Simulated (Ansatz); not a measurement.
## Molecular dynamics of HC$_{16}$

The input (input.yaml):

```yaml
crystal:
  lattice:
    - [0.0, 3.57, 3.57]
    - [3.57, 0.0, 3.57]
    - [3.57, 3.57, 0.0]
  atoms:
    - { symbol: C, position: [-6.109e-05, 0.00029859, -6.369e-05] }
    - { symbol: C, position: [0.12819684, 0.12179824, 0.12819284] }
    - { symbol: C, position: [0.00138615, -0.00044912, 0.49965121] }
    - { symbol: C, position: [0.12804686, 0.12204663, 0.62204452] }
    - { symbol: C, position: [-0.00015056, 0.49980149, -0.00015311] }
    - { symbol: C, position: [0.12505398, 0.62498703, 0.12505047] }
    - { symbol: C, position: [-1.49e-06, 0.49994726, 0.50017158] }
    - { symbol: C, position: [0.12813393, 0.6280556, 0.62189724] }
    - { symbol: C, position: [0.49965609, -0.00044938, 0.00138186] }
    - { symbol: C, position: [0.62204975, 0.12205183, 0.12803964] }
    - { symbol: C, position: [0.49964201, -0.00046427, 0.49963678] }
    - { symbol: C, position: [0.62505721, 0.12498955, 0.625054] }
    - { symbol: C, position: [0.50016533, 0.49995022, -1.12e-06] }
    - { symbol: C, position: [0.62190246, 0.62805239, 0.12812673] }
    - { symbol: C, position: [0.49964999, 0.50130049, 0.49964485] }
    - { symbol: C, position: [0.62215155, 0.62790167, 0.62215151] }
    - { symbol: H, position: [0.8763493, 0.37474968, 0.87627009] }
magnetization:
  spin_polarized: true
basis:
  ecutwfc: 420.0
kpoints:
  mp_grid: { grid: [3, 3, 3] }
hamiltonian:
  xc: pbe
scf:
  occupations: { method: fermi_dirac, width: 0.05 }
  lower_state_search: "off"
md:
  timestep: 0.75
  n_steps: 170
  ensemble: nvt_langevin
  temperature: 600.0
  initial_velocities: maxwell_boltzmann
  seed: 639471
  friction: 0.02
```

Run as:

```bash
$ ansatz run input.yaml --threads 1 --pin off --max-ram 3072MiB --backend cpu --events-out ev --progress --plain --runs-dir out
```

It starts from a relaxed structure.

Output, in part (step lines):

```
md step     0: t =     0.00 fs  T =   564.7 K  F+E_penalty+E_count = -4022.68992802 eV  E_kin = 1.240896 eV  (14 SCF iters)
md step     1: t =     0.75 fs  T =   549.0 K  F+E_penalty+E_count = -4022.66391718 eV  E_kin = 1.206338 eV  (5 SCF iters)
md step     2: t =     1.50 fs  T =   496.5 K  F+E_penalty+E_count = -4022.59032347 eV  E_kin = 1.090956 eV  (5 SCF iters)
md step     3: t =     2.25 fs  T =   428.8 K  F+E_penalty+E_count = -4022.47875037 eV  E_kin = 0.942351 eV  (5 SCF iters)
md step     4: t =     3.00 fs  T =   382.2 K  F+E_penalty+E_count = -4022.33933016 eV  E_kin = 0.839914 eV  (5 SCF iters)
md step     5: t =     3.75 fs  T =   339.6 K  F+E_penalty+E_count = -4022.18217077 eV  E_kin = 0.746337 eV  (5 SCF iters)
md step     6: t =     4.50 fs  T =   291.6 K  F+E_penalty+E_count = -4022.02208768 eV  E_kin = 0.640687 eV  (5 SCF iters)
md step     7: t =     5.25 fs  T =   263.8 K  F+E_penalty+E_count = -4021.87020772 eV  E_kin = 0.579753 eV  (5 SCF iters)
[... lines left out ...]
md step   169: t =   126.75 fs  T =   579.7 K  F+E_penalty+E_count = -4021.82487092 eV  E_kin = 1.273783 eV  (5 SCF iters)
md step   170: t =   127.50 fs  T =   549.6 K  F+E_penalty+E_count = -4021.83113342 eV  E_kin = 1.207678 eV  (5 SCF iters)
```

The steps, from the saved trajectory:

| time (fs) | T (K) | potential energy less start (eV) |
| --- | --- | --- |
| 0.0 | 565 | 0.000 |
| 3.8 | 340 | 0.508 |
| 7.5 | 142 | 1.092 |
| 11.2 | 346 | 0.801 |
| 15.0 | 397 | 0.544 |
| 18.8 | 281 | 0.752 |
| 22.5 | 324 | 0.736 |
| 26.2 | 418 | 0.655 |
| 30.0 | 317 | 0.776 |
| 33.8 | 429 | 0.712 |
| 37.5 | 487 | 0.629 |
| 41.2 | 438 | 0.830 |
| 45.0 | 337 | 1.089 |
| 48.8 | 353 | 0.987 |
| 52.5 | 512 | 0.909 |
| 56.2 | 429 | 1.266 |
| 60.0 | 498 | 1.127 |
| 63.8 | 641 | 0.849 |
| 67.5 | 529 | 1.045 |
| 71.2 | 433 | 1.098 |
| 75.0 | 460 | 0.891 |
| 78.8 | 405 | 0.928 |
| 82.5 | 405 | 1.034 |
| 86.2 | 474 | 0.845 |
| 90.0 | 565 | 0.595 |
| 93.8 | 466 | 0.783 |
| 97.5 | 432 | 0.919 |
| 101.2 | 521 | 0.765 |
| 105.0 | 465 | 0.800 |
| 108.8 | 381 | 1.050 |
| 112.5 | 454 | 1.157 |
| 116.2 | 453 | 1.010 |
| 120.0 | 527 | 0.968 |
| 123.8 | 574 | 0.940 |
| 127.5 | 550 | 0.859 |

The run went to its last step. The mean temperature of the second half is 21 % below the set value. A run of 0.13 ps of so small a system gives no equilibrium averages. Limits of this set-up: coarse k mesh.

Mean squared displacements from the first frame to the last, about the centre of mass: C 0.00 Å², H 0.05 Å².

Last frame:

```xyz
17
Lattice="0.0000 3.5700 3.5700 3.5700 0.0000 3.5700 3.5700 3.5700 0.0000" Properties=species:S:1:pos:R:3
C -0.079 0.045 0.173
C 0.839 0.914 1.053
C 1.699 1.856 0.169
C 2.594 2.772 1.001
C 1.612 -0.057 1.947
C 2.566 0.864 2.821
C 3.479 1.745 1.988
C 4.351 2.674 2.900
C -0.074 1.826 1.993
C 0.838 2.700 2.867
C 1.735 3.597 1.952
C 2.615 4.487 2.849
C 1.662 1.737 3.721
C 2.595 2.653 4.625
C 3.513 3.561 3.786
C 4.364 4.435 4.661
H 4.486 6.086 4.550
```

The run took 12 min on 1 thread of Intel(R) Xeon(R) Platinum 8259CL CPU @ 2.50GHz (Skylake/Cascade Lake), on a shared host, peak memory 0.44 GiB.
